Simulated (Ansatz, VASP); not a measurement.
Given: the input of a run of VASP 6.6.1 on Be2C.

File INCAR:

```
  PREC = Accurate
  ENCUT = 520
  EDIFF = 1E-7
  ISMEAR = -1
  SIGMA = 0.05
  LREAL = F
  LASPH = T
  NELM = 100
  ALGO = Normal
  ISIF = 2
  LWAVE = F
  LCHARG = F
  GGA = PE
  NBANDS = 11
```

File KPOINTS:

```
Automatic mesh
0
Gamma
  11 11 11
```

Contents of POSCAR:

```
Be2C
1.0
    0.0000000000      2.1208039254      2.1208039254
    2.1208039254      0.0000000000      2.1208039254
    2.1208039254      2.1208039254      0.0000000000
C Be
1 2
Direct
    0.0000000000      0.0000000000      0.0000000000
    0.7500000000      0.7500000000      0.7500000000
    0.2500000000      0.2500000000      0.2500000000
```

Potentials or basis: VASP PAW PBE potentials, release 64 (C, Be).

The run is started by

```console
$ cat potpaw_PBE.64/C/POTCAR potpaw_PBE.64/Be/POTCAR > POTCAR
$ mpirun -np 1 vasp_std > vasp.out
```

Set up the same calculation for Ansatz 0.2.0. Potentials there: Ansatz PAW.

As run (the cutoff follows the program's own potentials):

Contents of input.yaml:

```yaml
crystal:
  lattice:
    - [0.0, 2.1208039254, 2.1208039254]
    - [2.1208039254, 0.0, 2.1208039254]
    - [2.1208039254, 2.1208039254, 0.0]
  atoms:
    - { symbol: C, position: [0.0, 0.0, 0.0] }
    - { symbol: Be, position: [0.75, 0.75, 0.75] }
    - { symbol: Be, position: [0.25, 0.25, 0.25] }
hamiltonian:
  xc: pbe
  pseudopotentials: { kind: paw }
kpoints:
  mp_grid: { grid: [11, 11, 11] }
scf:
  occupations: { method: fermi_dirac, width: 0.05 }
output:
  forces: true
  stress: true
  eigenvalues: true
```

Potentials or basis: Ansatz PAW.

Command:

```console
$ ansatz run input.yaml --threads 1 --pin off --max-ram 3584MiB --backend cpu --events-out ev --progress --plain --runs-dir out
```

Both were run:

|  | VASP | Ansatz | Ansatz less VASP |
| --- | --- | --- | --- |
| gap on the k mesh at the Fermi level (eV) | 1.28 | 1.29 | +0.013 |
| least direct gap on the mesh (eV) | 4.24 | 4.25 | +0.009 |
| pressure (GPa) | 14.1 | 13.6 | -0.45 |

Caveats: an odd mesh through Γ misses points on the zone boundary, where band edges often lie (VASP); odd divisions of the mesh miss points on the zone boundary, where band edges often lie, so the gap on the mesh can be too wide (Ansatz).
